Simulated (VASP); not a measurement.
# WSi₂: vibrations from molecular dynamics

WSi₂, I4/mmm (no. 139), 192 atoms in the cell. PBE, molecular dynamics; PAW potentials W, Si (PBE set).

Ensemble: NVE; Target temperature (K): 500; Forces from: machine-learned force field; Force field trained on: 36 atoms, 2x2x2 mesh.

## Input

INCAR.step1:
```
SYSTEM = Si2W
ML_LMLFF = .TRUE.
ML_MODE = run
IBRION = 0
ISYM = 0
ML_OUTBLOCK = 10
TEBEG = 500
TEEND = 500
MDALGO = 3
LANGEVIN_GAMMA = 10 10
ISIF = 2
NSW = 3000
POTIM = 2.0
RANDOM_SEED = 485787 0 0
```

INCAR.step2:
```
SYSTEM = Si2W
ML_LMLFF = .TRUE.
ML_MODE = run
IBRION = 0
ISYM = 0
ML_OUTBLOCK = 4
TEBEG = 500
TEEND = 500
MDALGO = 1
ANDERSEN_PROB = 0.0
ISIF = 2
NSW = 8192
POTIM = 2.0
RANDOM_SEED = 485787 0 0
```

KPOINTS:
```
k-points
0
Gamma
  1 1 1
```

POSCAR.step1:
```
Si2W
1.0
   12.8552000000      0.0000000000      0.0000000000
    0.0000000000     12.8552000000      0.0000000000
    0.0000000000      0.0000000000     15.6598000000
W Si
64 128
Direct
    0.0000000000      0.0000000000      0.0000000000
    0.0000000000      0.0000000000      0.5000000000
    0.0000000000      0.2500000000      0.0000000000
    0.0000000000      0.2500000000      0.5000000000
    0.0000000000      0.5000000000      0.0000000000
    0.0000000000      0.5000000000      0.5000000000
    0.0000000000      0.7500000000      0.0000000000
    0.0000000000      0.7500000000      0.5000000000
    0.2500000000      0.0000000000      0.0000000000
    0.2500000000      0.0000000000      0.5000000000
    0.2500000000      0.2500000000      0.0000000000
    0.2500000000      0.2500000000      0.5000000000
    0.2500000000      0.5000000000      0.0000000000
    0.2500000000      0.5000000000      0.5000000000
    0.2500000000      0.7500000000      0.0000000000
    0.2500000000      0.7500000000      0.5000000000
    0.5000000000      0.0000000000      0.0000000000
    0.5000000000      0.0000000000      0.5000000000
    0.5000000000      0.2500000000      0.0000000000
    0.5000000000      0.2500000000      0.5000000000
    0.5000000000      0.5000000000      0.0000000000
    0.5000000000      0.5000000000      0.5000000000
    0.5000000000      0.7500000000      0.0000000000
    0.5000000000      0.7500000000      0.5000000000
    0.7500000000      0.0000000000      0.0000000000
    0.7500000000      0.0000000000      0.5000000000
    0.7500000000      0.2500000000      0.0000000000
    0.7500000000      0.2500000000      0.5000000000
    0.7500000000      0.5000000000      0.0000000000
    0.7500000000      0.5000000000      0.5000000000
    0.7500000000      0.7500000000      0.0000000000
    0.7500000000      0.7500000000      0.5000000000
    0.1250000000      0.1250000000      0.2500000000
    0.1250000000      0.1250000000      0.7500000000
    0.1250000000      0.3750000000      0.2500000000
    0.1250000000      0.3750000000      0.7500000000
    0.1250000000      0.6250000000      0.2500000000
    0.1250000000      0.6250000000      0.7500000000
    0.1250000000      0.8750000000      0.2500000000
    0.1250000000      0.8750000000      0.7500000000
    0.3750000000      0.1250000000      0.2500000000
    0.3750000000      0.1250000000      0.7500000000
    0.3750000000      0.3750000000      0.2500000000
    0.3750000000      0.3750000000      0.7500000000
    0.3750000000      0.6250000000      0.2500000000
    0.3750000000      0.6250000000      0.7500000000
    0.3750000000      0.8750000000      0.2500000000
    0.3750000000      0.8750000000      0.7500000000
    0.6250000000      0.1250000000      0.2500000000
    0.6250000000      0.1250000000      0.7500000000
    0.6250000000      0.3750000000      0.2500000000
    0.6250000000      0.3750000000      0.7500000000
    0.6250000000      0.6250000000      0.2500000000
    0.6250000000      0.6250000000      0.7500000000
    0.6250000000      0.8750000000      0.2500000000
    0.6250000000      0.8750000000      0.7500000000
    0.8750000000      0.1250000000      0.2500000000
    0.8750000000      0.1250000000      0.7500000000
    0.8750000000      0.3750000000      0.2500000000
    0.8750000000      0.3750000000      0.7500000000
    0.8750000000      0.6250000000      0.2500000000
    0.8750000000      0.6250000000      0.7500000000
    0.8750000000      0.8750000000      0.2500000000
    0.8750000000      0.8750000000      0.7500000000
    0.1250000000      0.1250000000      0.0826500000
    0.1250000000      0.1250000000      0.5826500000
    0.1250000000      0.3750000000      0.0826500000
    0.1250000000      0.3750000000      0.5826500000
    0.1250000000      0.6250000000      0.0826500000
[... 71 lines left out ...]
    0.2500000000      0.5000000000      0.3326500000
    0.2500000000      0.5000000000      0.8326500000
    0.2500000000      0.7500000000      0.3326500000
    0.2500000000      0.7500000000      0.8326500000
    0.5000000000      0.0000000000      0.3326500000
    0.5000000000      0.0000000000      0.8326500000
    0.5000000000      0.2500000000      0.3326500000
    0.5000000000      0.2500000000      0.8326500000
    0.5000000000      0.5000000000      0.3326500000
    0.5000000000      0.5000000000      0.8326500000
    0.5000000000      0.7500000000      0.3326500000
    0.5000000000      0.7500000000      0.8326500000
    0.7500000000      0.0000000000      0.3326500000
    0.7500000000      0.0000000000      0.8326500000
    0.7500000000      0.2500000000      0.3326500000
    0.7500000000      0.2500000000      0.8326500000
    0.7500000000      0.5000000000      0.3326500000
    0.7500000000      0.5000000000      0.8326500000
    0.7500000000      0.7500000000      0.3326500000
    0.7500000000      0.7500000000      0.8326500000
    0.1250000000      0.1250000000      0.4173500000
    0.1250000000      0.1250000000      0.9173500000
    0.1250000000      0.3750000000      0.4173500000
    0.1250000000      0.3750000000      0.9173500000
    0.1250000000      0.6250000000      0.4173500000
    0.1250000000      0.6250000000      0.9173500000
    0.1250000000      0.8750000000      0.4173500000
    0.1250000000      0.8750000000      0.9173500000
    0.3750000000      0.1250000000      0.4173500000
    0.3750000000      0.1250000000      0.9173500000
    0.3750000000      0.3750000000      0.4173500000
    0.3750000000      0.3750000000      0.9173500000
    0.3750000000      0.6250000000      0.4173500000
    0.3750000000      0.6250000000      0.9173500000
    0.3750000000      0.8750000000      0.4173500000
    0.3750000000      0.8750000000      0.9173500000
    0.6250000000      0.1250000000      0.4173500000
    0.6250000000      0.1250000000      0.9173500000
    0.6250000000      0.3750000000      0.4173500000
    0.6250000000      0.3750000000      0.9173500000
    0.6250000000      0.6250000000      0.4173500000
    0.6250000000      0.6250000000      0.9173500000
    0.6250000000      0.8750000000      0.4173500000
    0.6250000000      0.8750000000      0.9173500000
    0.8750000000      0.1250000000      0.4173500000
    0.8750000000      0.1250000000      0.9173500000
    0.8750000000      0.3750000000      0.4173500000
    0.8750000000      0.3750000000      0.9173500000
    0.8750000000      0.6250000000      0.4173500000
    0.8750000000      0.6250000000      0.9173500000
    0.8750000000      0.8750000000      0.4173500000
    0.8750000000      0.8750000000      0.9173500000
```

Commands (each step's output is kept before the next begins):
```
cat potpaw_PBE.64/W/POTCAR potpaw_PBE.64/Si/POTCAR > POTCAR
cp ../ML_FF ML_FF
cp INCAR.step1 INCAR
cp POSCAR.step1 POSCAR
mpirun -np 8 vasp_std > vasp.out
cp CONTCAR POSCAR
cp ../ML_FF ML_FF
cp INCAR.step2 INCAR
mpirun -np 8 vasp_std > vasp.out
```

## Result

- Mean frequency (THz): 8.41
- Frequency under which 98 % lie (THz): 13.9
- Mean temperature (K): 515
- Standard error of the mean temperature (K): 0
- Spread of the conserved energy (meV/atom): 0.07
- Rise of the mean potential energy above the start (meV/atom): -0.6
- Mean pressure (GPa): 5.03
- First-shell coordination: Si-Si 5.0, Si-W 5.0, W-W 4.0

Course of the run:

| Time (fs) | Temperature (K) | Potential energy less the first (meV/atom) | Conserved energy less the first (meV/atom) |
|---|---|---|---|
| 8 | 510 | 0.0 | 0.00 |
| 1248 | 519 | -1.2 | -0.01 |
| 2488 | 472 | 4.9 | 0.01 |
| 3720 | 464 | 5.9 | 0.03 |
| 5096 | 506 | 0.4 | -0.01 |
| 6336 | 492 | 2.3 | 0.01 |
| 7576 | 537 | -3.6 | -0.03 |
| 8816 | 527 | -2.2 | -0.02 |
| 10056 | 501 | 1.1 | 0.01 |
| 11296 | 494 | 2.0 | -0.00 |
| 12672 | 488 | 2.8 | 0.01 |
| 13904 | 506 | 0.5 | 0.00 |
| 15144 | 538 | -3.7 | -0.03 |
| 16384 | 547 | -4.8 | -0.03 |

Spectrum of the velocities (1/THz):

| Frequency (THz) | W | Si |
|---|---|---|
| 2.5 | 0.0100 | 0.0020 |
| 3.5 | 0.0729 | 0.0120 |
| 4.5 | 0.1025 | 0.0092 |
| 5.5 | 0.1180 | 0.0063 |
| 6.5 | 0.0010 | 0.0018 |
| 7.5 | 0.0048 | 0.0624 |
| 8.5 | 0.0134 | 0.1328 |
| 9.5 | 0.0022 | 0.1074 |
| 10.5 | 0.0031 | 0.1012 |
| 11.5 | 0.0010 | 0.0811 |
| 12.5 | 0.0016 | 0.0862 |
| 13.5 | 0.0009 | 0.0524 |
| 14.5 | 0.0001 | 0.0072 |
| 15.5 | 0.0001 | 0.0019 |
| 16.5 | 0.0001 | 0.0016 |
| 17.5 | 0.0001 | 0.0010 |
| 18.5 | 0.0001 | 0.0006 |
| 19.5 | 0.0000 | 0.0003 |
| 20.5 | 0.0000 | 0.0002 |

The forces come from a machine-learned force field (ML_FF), trained on the fly in a run of its own on 36 atoms, 2x2x2 mesh; that run isn't part of the input shown.

REPORT:
```
MDALGO =   1
         ANDERSEN_PROB =  0.00000000
               SCALING =       0
                 CNEXP =     9.000   14.000
           RANDOM_SEED =            485787                0                0

   original number of atomic DOF:        573
   number of independent constraints:      0
   number of active DOF:                 573

========================================
         MD step No.       4
========================================

  >Energies
                    E_tot             E_pot             E_kin               EPS                ES
   e_b>   -0.15693868E+04   -0.15819692E+04    0.12582383E+02    0.00000000E+00    0.00000000E+00

  >Temperature
               T_sim     T_inst
   tmprt>    500.000    509.639

  >Thermostat, num. of collisions:                0

           RANDOM_SEED =            485787             4608                0

[... steps left out ...]

========================================
         MD step No.    8192
========================================

  >Energies
                    E_tot             E_pot             E_kin               EPS                ES
   e_b>   -0.15693919E+04   -0.15828912E+04    0.13499233E+02    0.00000000E+00    0.00000000E+00

  >Temperature
               T_sim     T_inst
   tmprt>    500.000    546.775

  >Thermostat, num. of collisions:                0

           RANDOM_SEED =            485787           437184                9
```

REPORT.step1:
```
MDALGO =   3
        LANGEVIN_GAMMA =    10.000   10.000
               SCALING =       0
                 CNEXP =     9.000   14.000
           RANDOM_SEED =            485787                0                0

   original number of atomic DOF:        576
   number of independent constraints:      0
   number of active DOF:                 576

  Atomic velocities initialized by STEP_tb

========================================
         MD step No.      10
========================================

  >Energies
                    E_tot             E_pot             E_kin               EPS                ES
   e_b>   -0.15812282E+04   -0.15872284E+04    0.60001459E+01    0.00000000E+00    0.00000000E+00

  >Temperature
               T_sim     T_inst
   tmprt>    500.000    241.765

           RANDOM_SEED =            485787            12672                0

[... steps left out ...]

========================================
         MD step No.    3000
========================================

  >Energies
                    E_tot             E_pot             E_kin               EPS                ES
   e_b>   -0.15695547E+04   -0.15821027E+04    0.12548003E+02    0.00000000E+00    0.00000000E+00

  >Temperature
               T_sim     T_inst
   tmprt>    500.000    505.599

           RANDOM_SEED =            485787           457152                3
```

OSZICAR:
```
4 T=   510. E= -.15693868E+04 F= -.15819692E+04 E0= -.15819692E+04  EK= 0.12582E+02 SP= 0.00E+00 SK= 0.00E+00
      8 T=   512. E= -.15693856E+04 F= -.15820227E+04 E0= -.15820227E+04  EK= 0.12637E+02 SP= 0.00E+00 SK= 0.00E+00
     12 T=   531. E= -.15693875E+04 F= -.15824997E+04 E0= -.15824997E+04  EK= 0.13112E+02 SP= 0.00E+00 SK= 0.00E+00
     16 T=   549. E= -.15693910E+04 F= -.15829334E+04 E0= -.15829334E+04  EK= 0.13542E+02 SP= 0.00E+00 SK= 0.00E+00
     20 T=   535. E= -.15693902E+04 F= -.15825959E+04 E0= -.15825959E+04  EK= 0.13206E+02 SP= 0.00E+00 SK= 0.00E+00
     24 T=   498. E= -.15693865E+04 F= -.15816836E+04 E0= -.15816836E+04  EK= 0.12297E+02 SP= 0.00E+00 SK= 0.00E+00
     28 T=   474. E= -.15693841E+04 F= -.15810776E+04 E0= -.15810776E+04  EK= 0.11693E+02 SP= 0.00E+00 SK= 0.00E+00
     32 T=   486. E= -.15693851E+04 F= -.15813894E+04 E0= -.15813894E+04  EK= 0.12004E+02 SP= 0.00E+00 SK= 0.00E+00
     36 T=   524. E= -.15693901E+04 F= -.15823347E+04 E0= -.15823347E+04  EK= 0.12945E+02 SP= 0.00E+00 SK= 0.00E+00
     40 T=   543. E= -.15693920E+04 F= -.15827949E+04 E0= -.15827949E+04  EK= 0.13403E+02 SP= 0.00E+00 SK= 0.00E+00
[... left out ...]
   6932 T=   508. E= -.15693876E+04 F= -.15819367E+04 E0= -.15819367E+04  EK= 0.12549E+02 SP= 0.00E+00 SK= 0.00E+00
   7144 T=   502. E= -.15693878E+04 F= -.15817732E+04 E0= -.15817732E+04  EK= 0.12385E+02 SP= 0.00E+00 SK= 0.00E+00
   7352 T=   511. E= -.15693875E+04 F= -.15820012E+04 E0= -.15820012E+04  EK= 0.12614E+02 SP= 0.00E+00 SK= 0.00E+00
   7564 T=   535. E= -.15693895E+04 F= -.15825978E+04 E0= -.15825978E+04  EK= 0.13208E+02 SP= 0.00E+00 SK= 0.00E+00
   7772 T=   510. E= -.15693884E+04 F= -.15819900E+04 E0= -.15819900E+04  EK= 0.12602E+02 SP= 0.00E+00 SK= 0.00E+00
   7984 T=   501. E= -.15693864E+04 F= -.15817551E+04 E0= -.15817551E+04  EK= 0.12369E+02 SP= 0.00E+00 SK= 0.00E+00
   8192 T=   547. E= -.15693919E+04 F= -.15828912E+04 E0= -.15828912E+04  EK= 0.13499E+02 SP= 0.00E+00 SK= 0.00E+00
```

OSZICAR.step1:
```
10 T=   242. E= -.15812282E+04 F= -.15872284E+04 E0= -.15872284E+04  EK= 0.60001E+01 SP= 0.00E+00 SK= 0.00E+00
     20 T=   300. E= -.15790793E+04 F= -.15865300E+04 E0= -.15865300E+04  EK= 0.74507E+01 SP= 0.00E+00 SK= 0.00E+00
     30 T=   337. E= -.15770843E+04 F= -.15854518E+04 E0= -.15854518E+04  EK= 0.83675E+01 SP= 0.00E+00 SK= 0.00E+00
     40 T=   351. E= -.15757668E+04 F= -.15844885E+04 E0= -.15844885E+04  EK= 0.87218E+01 SP= 0.00E+00 SK= 0.00E+00
     50 T=   426. E= -.15745262E+04 F= -.15851045E+04 E0= -.15851045E+04  EK= 0.10578E+02 SP= 0.00E+00 SK= 0.00E+00
     60 T=   445. E= -.15737102E+04 F= -.15847490E+04 E0= -.15847490E+04  EK= 0.11039E+02 SP= 0.00E+00 SK= 0.00E+00
     70 T=   439. E= -.15718737E+04 F= -.15827568E+04 E0= -.15827568E+04  EK= 0.10883E+02 SP= 0.00E+00 SK= 0.00E+00
     80 T=   438. E= -.15724456E+04 F= -.15833090E+04 E0= -.15833090E+04  EK= 0.10863E+02 SP= 0.00E+00 SK= 0.00E+00
     90 T=   454. E= -.15731170E+04 F= -.15843862E+04 E0= -.15843862E+04  EK= 0.11269E+02 SP= 0.00E+00 SK= 0.00E+00
    100 T=   459. E= -.15726687E+04 F= -.15840717E+04 E0= -.15840717E+04  EK= 0.11403E+02 SP= 0.00E+00 SK= 0.00E+00
[... left out ...]
   2540 T=   448. E= -.15710341E+04 F= -.15821649E+04 E0= -.15821649E+04  EK= 0.11131E+02 SP= 0.00E+00 SK= 0.00E+00
   2620 T=   482. E= -.15701283E+04 F= -.15820920E+04 E0= -.15820920E+04  EK= 0.11964E+02 SP= 0.00E+00 SK= 0.00E+00
   2690 T=   515. E= -.15707850E+04 F= -.15835565E+04 E0= -.15835565E+04  EK= 0.12771E+02 SP= 0.00E+00 SK= 0.00E+00
   2770 T=   482. E= -.15704926E+04 F= -.15824665E+04 E0= -.15824665E+04  EK= 0.11974E+02 SP= 0.00E+00 SK= 0.00E+00
   2850 T=   501. E= -.15698554E+04 F= -.15822872E+04 E0= -.15822872E+04  EK= 0.12432E+02 SP= 0.00E+00 SK= 0.00E+00
   2920 T=   505. E= -.15703817E+04 F= -.15829176E+04 E0= -.15829176E+04  EK= 0.12536E+02 SP= 0.00E+00 SK= 0.00E+00
   3000 T=   506. E= -.15695547E+04 F= -.15821027E+04 E0= -.15821027E+04  EK= 0.12548E+02 SP= 0.00E+00 SK= 0.00E+00
```

VASP 6.6.1 took 86 s on 8 cores (AMD EPYC 9R45 (Zen 5)), a shared host.
